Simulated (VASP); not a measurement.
# Ir (R-3m) in VASP: further runs

Runs on Ir. Level: PBEsol. Tasks: single point.

Everything below comes from runs of VASP 6.6.1. Logs are shortened: lines on timing, memory, paths and dates and some standing lists are left out, and cuts for length are marked.

## 1. The structure

It takes space group R-3m (No. 166, trigonal). Conventional cell: a = 6.279 Å, b = 6.279 Å, c = 16.061 Å, α = 90.00°, β = 90.00°, γ = 120.00°. Around Ir (site symmetry m) lie 6 Ir at 2.13 to 2.31 Å. Ir (site symmetry m) is surrounded by 7 Ir at 2.28 to 2.57 Å.

The cell was built by a generator and needn't be a form met in nature.

## 2. Single point, PBEsol

Input file INCAR:

```
SYSTEM = Ir
ALGO = Fast
EDIFF = 1E-6
ENCUT = 520
GGA = PS
ISIF = 2
ISMEAR = 0
LASPH = .True.
LCHARG = .True.
LELF = .True.
LREAL = .False.
LVHAR = .True.
LWAVE = .False.
NBANDS = 66
NELM = 100
PREC = Accurate
SIGMA = 0.1
```

Input file KPOINTS:

```
k-points
0
Gamma
  6 6 6
  0 0 0
```

Input file POSCAR:

```
Ir
1.0
    3.1392882422      1.8124689117      5.3537489552
   -3.1392882422      1.8124689117      5.3537489552
    0.0000000000     -3.6249378233      5.3537489552
Ir
12
Direct
    0.0101900000      0.6536100000      0.0101900000
    0.0101900000      0.0101900000      0.6536100000
    0.6536100000      0.0101900000      0.0101900000
    0.9898100000      0.3463900000      0.9898100000
    0.3463900000      0.9898100000      0.9898100000
    0.9898100000      0.9898100000      0.3463900000
    0.2211800000      0.6306000000      0.2211800000
    0.2211800000      0.2211800000      0.6306000000
    0.6306000000      0.2211800000      0.2211800000
    0.7788200000      0.3694000000      0.7788200000
    0.3694000000      0.7788200000      0.7788200000
    0.7788200000      0.7788200000      0.3694000000
```

Potentials or basis: VASP PAW PBE potentials, release 64 (Ir).

Run with:

```console
$ cat potpaw_PBE.64/Ir/POTCAR > POTCAR
$ mpirun -np 1 vasp_std > vasp.out
```

OUTCAR:

```text
SYSTEM = Ir
   EDIFF = 1E-6
   ENCUT = 520
   GGA = PS
   ISIF = 2
   ISMEAR = 0
   LASPH = .True.
   LREAL = .False.
   NELM = 100
   PREC = Accurate

 ion  position               nearest neighbor table
   1  0.010  0.654  0.010-   4 2.13   2 2.24   3 2.24   7 2.30  12 2.31  11 2.31
   2  0.010  0.010  0.654-   6 2.13   3 2.24   1 2.24   8 2.30  10 2.31  11 2.31
   3  0.654  0.010  0.010-   5 2.13   2 2.24   1 2.24   9 2.30  12 2.31  10 2.31
   4  0.990  0.346  0.990-   1 2.13   6 2.24   5 2.24  10 2.30   8 2.31   9 2.31
   5  0.346  0.990  0.990-   3 2.13   6 2.24   4 2.24  11 2.30   8 2.31   7 2.31
   6  0.990  0.990  0.346-   2 2.13   4 2.24   5 2.24  12 2.30   9 2.31   7 2.31
   7  0.221  0.631  0.221-  11 2.28  12 2.28   1 2.30   5 2.31   6 2.31   8 2.57   9 2.57
   8  0.221  0.221  0.631-  10 2.28  11 2.28   2 2.30   4 2.31   5 2.31   7 2.57   9 2.57
   9  0.631  0.221  0.221-  10 2.28  12 2.28   3 2.30   4 2.31   6 2.31   8 2.57   7 2.57
  10  0.779  0.369  0.779-   9 2.28   8 2.28   4 2.30   3 2.31   2 2.31  12 2.57  11 2.57
  11  0.369  0.779  0.779-   7 2.28   8 2.28   5 2.30   1 2.31   2 2.31  12 2.57  10 2.57
  12  0.779  0.779  0.369-   7 2.28   9 2.28   6 2.30   3 2.31   1 2.31  10 2.57  11 2.57

  LATTYP: Found a trigonal (rhomboedric) cell.
 ALAT       =     6.4655086497
 COS(alpha) =     0.5284942553

  Lattice vectors:

 A1 = (   3.1392882422,   1.8124689117,   5.3537489552)
 A2 = (  -3.1392882422,   1.8124689117,   5.3537489552)
 A3 = (   0.0000000000,  -3.6249378233,   5.3537489552)

Analysis of symmetry for initial positions (statically):
=====================================================================
 Subroutine PRICEL returns:
 Original cell was already a primitive cell.

 Routine SETGRP: Setting up the symmetry group for a
 trigonal (rhombohedral) supercell.

 Subroutine GETGRP returns: Found 12 space group operations
 (whereof 12 operations were pure point group operations)
 out of a pool of 12 trial point group operations.

The static configuration has the point symmetry D_3d.

Analysis of symmetry for dynamics (positions and initial velocities):
=====================================================================
 Subroutine PRICEL returns:
 Original cell was already a primitive cell.

 Routine SETGRP: Setting up the symmetry group for a
 trigonal (rhombohedral) supercell.

 Subroutine GETGRP returns: Found 12 space group operations
 (whereof 12 operations were pure point group operations)
 out of a pool of 12 trial point group operations.

The dynamic configuration has the point symmetry D_3d.

[... 127 lines left out ...]
   TEBEG  =    0.0;   TEEND  =   0.0 temperature during run
   PSTRESS=    0.0 pullay stress
   NELECT =     108.0000    total number of electrons
   NUPDOWN=      -1.0000    fix difference up-down
   EMIN   =  10.00;   EMAX   =-10.00  energy-range for DOS
   EFERMI =   0.00;   METHOD = LEGACY
   ISMEAR =     0;   SIGMA  =   0.10  broadening in eV -4-tet -1-fermi 0-gaus
   EFERMI_NEDOS =   21; number of points for ismear=-14 and -15
   IALGO  =     68    algorithm
   IMIX   =      4    mixing-type and parameters
     AMIX     =   0.40;   BMIX     =  1.00
     AMIX_MAG =   1.60;   BMIX_MAG =  1.00
  volume/ion in A,a.u.               =      15.23       102.78
  Fermi-wavevector in a.u.,A,eV,Ry     =   1.373765  2.596039 25.677323  1.887230
  Thomas-Fermi vector in A             =   2.499252
   LORBIT       =      0    0 simple, 1 ext, 2 COOP (PROOUT), +10 PAW based schemes
   GGA     = PS    functional components
   LHFCALC =     F    Hartree Fock is set to
   AEXX    =    0.0000 exact exchange contribution
   IVDW    =     0    specifies the selected vdW correction
   LEPSILON=     F    determine dielectric tensor
   LRPA    =     F    only Hartree local field effects (RPA)
 non-spin polarized calculation
 RMM-DIIS sequential band-by-band and
 Gauss-broadening in eV      SIGMA  =   0.10
  energy-cutoff  :      520.00
  volume of cell :      182.77
 maximum number of plane-waves:      4976
   NGX = 25   NGY = 25   NGZ = 25

 number of electron     108.0000000 magnetization

 Free energy of the ion-electron system (eV)
  ---------------------------------------------------
  ext. energy  EPLUGINS =         0.00000000
  ---------------------------------------------------
  free energy    TOTEN  =       -84.46863308 eV

  energy without entropy =      -84.40295038  energy(sigma->0) =      -84.43579173

 E-fermi :   9.5076     XC(G=0): -13.1037

 val. band max:        9.5053298951   @ k =   0.0000   0.0000   0.0000
 cond. band min:       9.5085420213   @ k =  -0.3333   0.3333   0.3333
 fundamental gap:      0.0032121261
 Fermi energy:         9.5076333727

 k-point     1 :       0.0000    0.0000    0.0000
  band No.  band energies     occupation
      1      -2.5188      2.00000
      2      -0.7274      2.00000
      3      -0.1373      2.00000
      4       0.6086      2.00000
      5       0.6086      2.00000
      6       0.8902      2.00000
[... 1645 lines left out ...]
     65      11.5903      0.00000
     66      11.6302      0.00000

 [... further k-points ...]
[... 5 lines left out ...]
  --------------------------------------------------------------------------------------
  -------------------------------------------------------------------------------------
  Total      144.5458704    144.5458704    157.9432991     -0.0000000      0.0000000      0.0000000
  in kB     1267.0835670   1267.0835669   1384.5249136     -0.0000000      0.0000000      0.0000000
  external PRESSURE =    1306.2306825 kB  Pullay stress =       0.0000000 kB

 VOLUME and BASIS-vectors are now :
 -----------------------------------------------------------------------------
  energy-cutoff  :      520.00
  volume of cell :      182.77
      direct lattice vectors                 reciprocal lattice vectors
     3.139288242  1.812468912  5.353748955     0.159271772  0.091955600  0.062261667
    -3.139288242  1.812468912  5.353748955    -0.159271772  0.091955600  0.062261667
     0.000000000 -3.624937823  5.353748955     0.000000000 -0.183911200  0.062261667

 POSITION                                       TOTAL-FORCE (eV/Angst)
 -----------------------------------------------------------------------------------
     -2.01988      1.16618      3.60837         6.291136     -3.632189     -4.852502
      0.00000     -2.33236      3.60837         0.000000      7.264378     -4.852502
      2.01988      1.16618      3.60837        -6.291136     -3.632189     -4.852502
      2.01988     -1.16618     12.45287        -6.291136      3.632189      4.852502
     -2.01988     -1.16618     12.45287         6.291136      3.632189      4.852502
      0.00000      2.33236     12.45287         0.000000     -7.264378      4.852502
     -1.28529      0.74206      5.74436        11.351412     -6.553741      2.809530
      0.00000     -1.48412      5.74436         0.000000     13.107481      2.809530
      1.28529      0.74206      5.74436       -11.351412     -6.553741      2.809530
      1.28529     -0.74206     10.31689       -11.351412      6.553741     -2.809530
     -1.28529     -0.74206     10.31689        11.351412      6.553741     -2.809530
      0.00000      1.48412     10.31689         0.000000    -13.107481     -2.809530
 -----------------------------------------------------------------------------------
    total drift:                               -0.000000     -0.000000     -0.000000

  FREE ENERGIE OF THE ION-ELECTRON SYSTEM (eV)
  ---------------------------------------------------
  free  energy   TOTEN  =       -84.4686330763 eV

  energy  without entropy=      -84.4029503845  energy(sigma->0) =      -84.43579173
```

OSZICAR:

```text
N       E                     dE             d eps       ncg     rms          rms(c)
DAV:   1     0.134625000764E+04    0.13463E+04   -0.48377E+04  4224   0.165E+03
DAV:   2     0.184565792920E+02   -0.13278E+04   -0.12784E+04  4228   0.515E+02
DAV:   3    -0.845816948468E+02   -0.10304E+03   -0.96705E+02  5566   0.149E+02
DAV:   4    -0.901320147167E+02   -0.55503E+01   -0.53886E+01  5496   0.354E+01
DAV:   5    -0.902797644294E+02   -0.14775E+00   -0.14641E+00  5510   0.498E+00    0.963E+01
RMM:   6    -0.860633369766E+02    0.42164E+01   -0.40782E+00  4295   0.115E+01    0.496E+01
RMM:   7    -0.851451908167E+02    0.91815E+00   -0.76236E+00  4877   0.120E+01    0.718E+00
RMM:   8    -0.844762891171E+02    0.66890E+00   -0.19398E+00  4494   0.801E+00    0.436E+00
RMM:   9    -0.844774685580E+02   -0.11794E-02   -0.63530E-01  5300   0.293E+00    0.174E+00
RMM:  10    -0.844697282264E+02    0.77403E-02   -0.10243E-01  5387   0.128E+00    0.923E-01
RMM:  11    -0.844678893502E+02    0.18389E-02   -0.31727E-02  4903   0.792E-01    0.630E-01
RMM:  12    -0.844685168804E+02   -0.62753E-03   -0.11193E-02  5661   0.418E-01    0.188E-01
RMM:  13    -0.844685767612E+02   -0.59881E-04   -0.25732E-03  4982   0.259E-01    0.190E-01
RMM:  14    -0.844685931480E+02   -0.16387E-04   -0.11426E-03  5155   0.177E-01    0.360E-02
RMM:  15    -0.844686303751E+02   -0.37227E-04   -0.50222E-04  6345   0.763E-02    0.366E-02
RMM:  16    -0.844686378261E+02   -0.74511E-05   -0.43805E-05  5567   0.179E-02    0.431E-02
RMM:  17    -0.844686332774E+02    0.45487E-05   -0.14200E-05  4865   0.210E-02    0.797E-03
RMM:  18    -0.844686330763E+02    0.20110E-06   -0.44805E-06  3647   0.718E-03
   1 F= -.84468633E+02 E0= -.84435792E+02  d E =-.656827E-01
```

Run time: 12 min. Hardware: 1 thread of Intel Xeon Platinum 8488C (Sapphire Rapids), shared host; peak memory 0.48 GiB.

Results:

| Quantity | Value |
| --- | --- |
| Free energy | -84.4686 eV |
| Pressure | 130.6 GPa |
| Largest force | 13.405 eV/Å |
| Band gap on the k mesh | none (metal or under the smearing width) |

Forces on the atoms (eV/Å):
```
Ir    6.291  -3.632  -4.853
Ir    0.000   7.264  -4.853
Ir   -6.291  -3.632  -4.853
Ir   -6.291   3.632   4.853
Ir    6.291   3.632   4.853
Ir    0.000  -7.264   4.853
Ir   11.351  -6.554   2.810
Ir    0.000  13.107   2.810
Ir  -11.351  -6.554   2.810
Ir  -11.351   6.554  -2.810
Ir   11.351   6.554  -2.810
Ir    0.000 -13.107  -2.810
```

Caveat: a pressure of tens of GPa on the cell as given is suspect, and the run, the potentials or the cell itself is likely at fault; the PAW data sets were made with another functional, which shifts forces and pressure a little. Spin-orbit coupling is left out, which matters for the levels of Ir.

## 3. Single point, PBEsol

This run uses another cell than the first one: it holds 4 atoms, not 12.

Input file INCAR:

```
PREC = Accurate
ENCUT = 520
EDIFF = 1E-6
ISMEAR = 0
SIGMA = 0.1
LREAL = False
LASPH = True
NELM = 80
ALGO = Fast
ISIF = 2
LWAVE = False
LCHARG = True
GGA = PS
LELF = True
LVHAR = True
NBANDS = 26
```

Input file KPOINTS:

```
Automatic mesh
0
Gamma
  6 6 4
```

Input file POSCAR:

```
Ir
1.0
    1.9168181710     -4.2501110572      0.0000000000
    1.9168181710      4.2501110572      0.0000000000
    0.0000000000      0.0000000000      3.8165208342
Ir
4
Direct
    0.1441474013      0.8558525987      0.0000023226
    0.6441474013      0.3558525987      0.4999976774
    0.8558525987      0.1441474013      0.9999976774
    0.3558525987      0.6441474013      0.5000023226
```

Potentials or basis: VASP PAW PBE potentials, release 64 (Ir).

Run with:

```console
$ cat potpaw_PBE.64/Ir/POTCAR > POTCAR
$ mpirun -np 1 vasp_std > vasp.out
```

Run time: 34 s. Hardware: 1 thread of Intel Xeon 6975P-C (Granite Rapids), shared host; peak memory 0.21 GiB.

It converged, with:

```
Free energy            : -37.5637 eV
Pressure               : 0.6 GPa
Largest force          : 0.059 eV/Å
Band gap on the k mesh : none (metal or under the smearing width)
```

Forces in eV/Å, atoms in the order of the input:
```
Ir   0.000  0.059  0.000
Ir   0.000  0.059  0.000
Ir   0.000 -0.059  0.000
Ir   0.000 -0.059  0.000
```

Stress tensor (GPa, compression positive):
```
0.67 0.00 0.00
0.00 0.51 0.00
0.00 0.00 0.66
```

Levels at points of the mesh, in eV from the Fermi level:
```csv
k point,band 14,band 15,band 16,band 17,band 18,band 19,band 20,band 21,band 22,band 23
"(0.00, 0.00, 0.00)",-0.99,-0.98,-0.83,0.52,0.87,1.01,1.53,1.60,1.78,2.48
"(0.50, 0.00, 0.00)",-2.45,-2.22,-2.22,-1.53,-1.53,0.20,0.20,0.27,0.27,4.04
"(0.50, 0.50, 0.00)",-0.63,-0.18,0.51,0.62,1.31,1.32,1.53,1.61,1.76,2.40
"(0.00, 0.00, 0.50)",-2.55,-2.29,-2.29,-2.19,-2.19,-0.81,-0.81,0.01,0.01,7.58
"(0.50, 0.00, 0.50)",-2.62,-1.88,-1.88,-0.43,-0.43,0.68,0.68,2.52,2.52,2.60
"(0.50, 0.50, 0.50)",-2.70,-2.15,-2.15,-0.78,-0.78,0.61,0.61,1.21,1.21,2.31
```

Caveat: the k mesh is coarse (spacing up to 0.41 Å⁻¹), so the values aren't converged; the PAW data sets were made with another functional, which shifts forces and pressure a little. The run has no spin-orbit coupling, so splittings on Ir are missing.
